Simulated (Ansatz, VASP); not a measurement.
# Two plane-wave programs on NbSi

File INCAR:

```
PREC     = Accurate       # precision mode
ENCUT    = 520            # plane-wave cutoff, eV
EDIFF    = 1E-7           # SCF threshold, eV
ISMEAR   = -1             # smearing method
SIGMA    = 0.05           # smearing width, eV
LREAL    = F              # projectors in reciprocal space
LASPH    = T              # aspherical terms in the spheres
NELM     = 80             # most SCF steps
ALGO     = Normal         # electronic algorithm
ISIF     = 2              # what is computed and relaxed
LWAVE    = F              # write WAVECAR
LCHARG   = F              # write CHGCAR
GGA      = PE             # functional
NBANDS   = 16             # bands
```

KPOINTS

```
regular mesh
0
Gamma
  9 9 9
```

The input POSCAR:

```
NbSi
1.0
    0.0000000000      2.5390442493      2.5390442493
    2.5390442493      0.0000000000      2.5390442493
    2.5390442493      2.5390442493      0.0000000000
Nb Si
1 1
Direct
    0.0000000000      0.0000000000      0.0000000000
    0.5000000000      0.5000000000      0.5000000000
```

input.yaml

```yaml
crystal:
  lattice:
    - [0.0, 2.5390442493, 2.5390442493]
    - [2.5390442493, 0.0, 2.5390442493]
    - [2.5390442493, 2.5390442493, 0.0]
  atoms:
    - { symbol: Nb, position: [0.0, 0.0, 0.0] }
    - { symbol: Si, position: [0.5, 0.5, 0.5] }
hamiltonian:
  xc: pbe
  pseudopotentials: { kind: paw, azcp: { folder: soft_1 } }
kpoints:
  mp_grid: { grid: [9, 9, 9] }
scf:
  occupations: { method: fermi_dirac, width: 0.05 }
output:
  forces: true
  stress: true
  eigenvalues: true
```

The cell was built by a generator and needn't be a form met in nature.

Alike in both runs: task single point; functional PBE; k mesh 9 × 9 × 9; occupations fermi-dirac, width 0.05 eV; no spin polarisation.

```csv
,VASP,Ansatz
version,VASP 6.6.1,Ansatz 0.2.0
potentials or method,"VASP PAW PBE potentials, release 64 (Nb_sv, Si)",Ansatz PAW soft_1
plane-wave cutoff (eV),520,420
valence electrons in the cell,17,17
```

Ansatz gave:

| Item | Value |
| --- | --- |
| gap on the k mesh at the Fermi level (eV) | none |
| pressure (GPa) | 6.6 |

**Question.** What did VASP give for the same quantities?

**Answer.** gap on the k mesh at the Fermi level (eV): none; pressure (GPa): 6.4.

A gap of «none» marks a metal or a gap that the smearing closes. The functional is the same, so the differences come from potentials, cutoffs and numerics.
